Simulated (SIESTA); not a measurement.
PbO under changes of volume

One of the cells (19.077 Å³/atom); the others are scaled copies at fixed shape and fractional positions:

```
CELL_PARAMETERS angstrom
5.87600 0.00000 0.00000
0.00000 5.47600 0.00000
0.00000 0.00000 4.74300
ATOMIC_POSITIONS crystal
Pb 0.76900 0.51400 0.25000
Pb 0.23100 0.48600 0.75000
Pb 0.76900 0.98600 0.75000
Pb 0.23100 0.01400 0.25000
O 0.13200 0.58200 0.25000
O 0.86800 0.41800 0.75000
O 0.13200 0.91800 0.75000
O 0.86800 0.08200 0.25000
```

- Program: SIESTA 5.4.2
- Functional: PBEsol
- Potentials or basis: PseudoDojo 0.4 standard (PBEsol files)
- Basis: DZP (energy shift 0.003 Ry; two zetas on semicore shells)
- Grid cutoff: 800 Ry
- Energy shift: 0.003 Ry
- k mesh: 4 × 4 × 4
- Occupations: fermi-dirac, width 0.05 eV
- Spin: no spin polarisation

```tsv
volume (Å³/atom)	energy over the lowest point (meV/atom)	pressure (GPa)	gap on the mesh (eV)	largest force (eV/Å)
17.932	27.66	7.4	2.14	1.773
18.314	13.13	4.9	2.13	1.464
18.695	4.11	2.7	2.11	1.284
19.077	0.00	0.8	2.09	1.159
19.458	0.35	-1.0	2.07	1.045
19.840	?	?	?	?
20.222	12.65	-4.0	2.02	1.051
```

What does the run at 19.840 Å³/atom give?

Energy over the lowest point 4.74 meV/atom; pressure -2.6 GPa; gap on the mesh 2.05 eV; largest force 0.981 eV/Å.

Worked out: A Birch-Murnaghan fit of order 3 (a polynomial in V^(-2/3)) to the other rows has its minimum at 19.23 Å³/atom with B0 = V·E''(V) = 90 GPa and B' = 4.3 at fixed shape and positions, which overstates the stiffness. It gives 4.69 meV/atom at 19.840 Å³/atom, against the run's 4.74, and -dE/dV = -2.6 GPa, against -2.6. A parabola through the other rows of the gap, of slope -1.3 eV per unit of ln V there, gives 2.05 eV, against the run's 2.05.

Energies are extrapolated to zero smearing.

Caveats: spin-orbit coupling is left out, which as a rule narrows the gap of such compounds by several tenths of an eV; the cell's inner coordinates are idealised or old, which leaves forces on the atoms; the basis of atomic orbitals isn't converged, which shifts pressures, moduli and gaps.

A mesh can miss the band edges.
